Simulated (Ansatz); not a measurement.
This run works on a generated trial structure, not on a known crystal.

Input and command of a plane-wave DFT calculation in Ansatz:

```yaml
crystal:
  lattice:
    - [2.5001028355, 0.0, 0.0]
    - [-1.2500514177, 2.1651525676, 0.0]
    - [0.0, 0.0, 6.2361463345]
  atoms:
    - { symbol: Fe, position: [0.0, 0.0, 0.5], spin: 2.81 }
    - { symbol: Co, position: [0.6666666667, 0.3333333333, 0.8383329035], spin: 1.94 }
    - { symbol: Co, position: [0.3333333333, 0.6666666667, 0.1616670965], spin: 1.94 }
basis:
  ecutwfc: 420
kpoints:
  mp_grid: { grid: [24, 24, 8] }
hamiltonian:
  xc: pbe
scf:
  occupations: { method: gaussian, width: 0.1 }
output:
  forces: true
  stress: true
  eigenvalues: true
  populations: true
magnetization:
  spin_polarized: true
relax:
  adjacent_minimum: "off"
  f_tol: 0.01
  max_steps: 80
  cell: { stress_tol: 0.05 }
```

```bash
ansatz run input.yaml --threads 1 --pin off --max-ram 2560MiB --backend cpu --events-out ev --progress --plain --runs-dir out
```

Processor: Intel(R) Xeon(R) 6975P-C (Granite Rapids), 1 thread, on a host shared with other jobs.

Task: How long does it run, and how much memory does it take?

Result: About 4 min, peak memory 1.1 GiB. It solves 35 bands at 449 k points (after reduction by symmetry) with about 675 plane waves (on the last cell), in 58 SCF iterations over 6 ionic steps.
